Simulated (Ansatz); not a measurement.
# ZrO2 (fluorite): response to moved atoms and strain

How does ZrO2 (fluorite) push back when it is distorted? Each run changes the relaxed cell in one way.

Computed with Ansatz 0.2.0 (DFT PBEsol, scalar-relativistic, plane waves, PAW, unless a step's input says otherwise).

## Step 1: The structure to begin with

Symmetry: Fm-3m, No. 225, cubic system. The conventional cell has a = 5.064 Å, b = 5.064 Å, c = 5.064 Å, α = 90.00°, β = 90.00°, γ = 90.00°. Zr (site symmetry m-3m) is surrounded by 8 O at 2.19 Å. O (site symmetry -43m) is surrounded by 4 Zr at 2.19 Å.

Structure file:

```
CELL_PARAMETERS angstrom
0.00000 2.53202 2.53202
2.53202 0.00000 2.53202
2.53202 2.53202 0.00000
ATOMIC_POSITIONS crystal
Zr 0.00000 0.00000 0.00000
O 0.25000 0.25000 0.25000
O 0.75000 0.75000 0.75000
```

An earlier run at PBEsol left this cell at 10.822 Å³/atom and 0.00 GPa (10×10×10 mesh).

The changes: atom 1 (Zr) moved 0.05 Å along y; strain e1 = +0.02, atoms carried along.

## Step 2: Atom 1 (Zr) moved 0.05 Å along y

The input, input.yaml:

```yaml
crystal:
  lattice:
    - [0.0, 2.5320217208, 2.5320217208]
    - [2.5320217208, 0.0, 2.5320217208]
    - [2.5320217208, 2.5320217208, 0.0]
  atoms:
    - { symbol: Zr, position: [0.009873533, -0.009873533, 0.009873533] }
    - { symbol: O, position: [0.25, 0.25, 0.25] }
    - { symbol: O, position: [0.75, 0.75, 0.75] }
basis:
  ecutwfc: 420
  ecutrho_ratio: 4
kpoints:
  mp_grid: { grid: [10, 10, 10] }
hamiltonian:
  xc: pbesol
scf:
  occupations: { method: gaussian, width: 0.05 }
output:
  forces: true
  stress: true
  eigenvalues: true
```

After this run come: Strain e1 = +0.02, atoms carried along.

Q: Predict the outcome of this session. Wanted: for each run, change; change of free energy; largest force; largest change of stress.

As calculated:

| change | change of free energy (meV/atom) | largest force (eV/Å) | largest change of stress (GPa) |
| --- | --- | --- | --- |
| atom 1 (Zr) moved 0.05 Å along y | 2.23 | 0.270 | 0.29 |
| strain e1 = +0.02, atoms carried along | 7.23 | 0.000 | 10.54 |

Moving atom 1 by 0.05 Å meets a restoring force of 0.270 eV/Å along the move, a force constant of about 5.4 eV/Å². The strain e1 = +0.02 changes that stress component by -10.54 GPa (compression positive), a ratio of 527 GPa; that is a secant over a finite strain with the atoms carried along, not the elastic constant. Not one of these changes lowers the energy.
